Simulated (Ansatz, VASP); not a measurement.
# Al3O2 in VASP and in Ansatz

```xyz
5
Lattice="4.7910 0.0000 0.0000 0.0000 4.7910 0.0000 0.0000 0.0000 3.7339" Properties=species:S:1:pos:R:3 pbc="T T T"
Al    0.0000    2.3955    0.0000
Al    2.3955    0.0000    0.0000
Al    0.0000    0.0000    0.0000
O     2.3955    2.3955    1.8670
O     2.3955    2.3955    0.0000
```

Change from the starting cell: species swapped into the Zr3Cd2 type (Pmmm, No. 47).

Alike in both runs: task relaxation of cell and atoms; functional PBE; k mesh 8 × 8 × 10; occupations gaussian, width 0.1 eV; no spin polarisation.

```csv
,VASP,Ansatz
version,VASP 6.6.1,Ansatz 0.2.0
potentials or method,"VASP PAW PBE potentials, release 64 (Al, O)","scalar-relativistic, plane waves, PAW"
plane-wave cutoff (eV),600,420
valence electrons in the cell,21,21
```

VASP gave:

| Quantity | Value |
| --- | --- |
| gap on the k mesh at the Fermi level, each at its own relaxed structure (eV) | none |
| relaxed volume (Å³/atom) | 16.86 |
| relaxed cell length with the largest relative difference (Å) | 3.666 |
| energy change over the relaxation (meV/atom) | -3 |

Which values does Ansatz return?

gap on the k mesh at the Fermi level, each at its own relaxed structure (eV): none; relaxed volume (Å³/atom): 16.92; relaxed cell length with the largest relative difference (Å): 3.671; energy change over the relaxation (meV/atom): -2.

A gap of «none» marks a metal or a gap that the smearing closes.

Caveats: an odd number of electrons without spin polarisation forces a metal; a magnetic or distorted state may lie lower.
